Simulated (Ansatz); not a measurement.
Br, 1 atom in the cell. The structure is tetragonal, space group I4/mmm (No. 139). Conventional cell: a = 2.847 Å, b = 2.847 Å, c = 7.155 Å, α = 90.00°, β = 90.00°, γ = 90.00°. Around Br (site symmetry 4/mmm) lie 4 Br at 2.85 Å. 

| Quantity | Value |
| --- | --- |
| Program | Ansatz 0.2.0 |
| Task | relaxation of cell and atoms |
| Functional | PBE |
| Potentials or basis | Ansatz PAW |
| Cutoff | 420 eV (not typed: the program's choice for these potentials) |
| k mesh | 13 × 13 × 13 |
| Occupations | fermi-dirac, width 0.05 eV |
| Spin | no spin polarisation |
| Target pressure (GPa) | 0 |

Potentials or basis: Ansatz PAW.

Launch:

```bash
$ ansatz run input.yaml --threads 2 --pin off --max-ram 5632MiB --backend cpu --events-out ev --progress --plain --runs-dir out
```

Hardware: 2 threads of Arm Neoverse V2 (shared host).

Estimate the wall time of this run.

It took 16 s on 2 threads of Arm Neoverse V2 (shared host), peak memory 0.34 GiB. Counts: scf iterations 53, plane waves 731, k points 196, bands 8, ion steps 12.
